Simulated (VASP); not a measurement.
A run of VASP 6.6.1 is set up as follows.

Contents of run.py:

```python
from ase import Atoms
from ase.calculators.vasp import Vasp
from ase.dft.bandgap import bandgap

atoms = Atoms(
    ['Br', 'K'],
    cell=[[4.043499, 0.0, 0.0], [0.0, 4.043499, 0.0], [0.0, 0.0, 4.043499]],
    scaled_positions=[[0.5, 0.5, 0.5], [0.0, 0.0, 0.0]],
    pbc=True,
)
atoms.set_initial_magnetic_moments([0.5, 0.0])
calc = Vasp(
    directory='calc',
    xc='tpss',
    pp='PBE',
    setups='recommended',
    prec='Accurate',
    encut=520,
    ediff=1e-07,
    ismear=-5,
    sigma=0.05,
    lreal=False,
    lasph=True,
    nelm=80,
    algo='Normal',
    isif=2,
    lwave=False,
    lcharg=True,
    ispin=2,
    lorbit=11,
    lmixtau=True,
    ivdw=2,
    lelf=True,
    lvhar=True,
    maxmix=5,
    kspacing=0.2,
    nbands=19,
)
atoms.calc = calc

print('energy (eV):', atoms.get_potential_energy())
print('free energy (eV):', atoms.get_potential_energy(force_consistent=True))
print('forces (eV/A):')
print(atoms.get_forces())
print('stress (eV/A^3, Voigt):', atoms.get_stress())
print('Fermi level (eV):', calc.get_fermi_level())
print('moment (muB):', atoms.get_magnetic_moment())
print('site moments (muB):', atoms.get_magnetic_moments())
gap, top, bottom = bandgap(calc)
print('band gap (eV):', gap, 'from (spin, k, band)', top, 'to', bottom)
```

Potentials or basis: VASP PAW PBE potentials, release 64 (Br, K_sv).

Command:

```sh
$ python run.py
```

(1) Estimate the Hirshfeld charges.

(2) What does it give for the dispersion energy per atom?

(3) Predict the pressure.

## Answers

(1) Br -0.23; K +0.23 e.

(2) -1.343 eV.

(3) -8.5 GPa.

Caveat: the PAW data sets were made with another functional, which shifts forces and pressure a little.
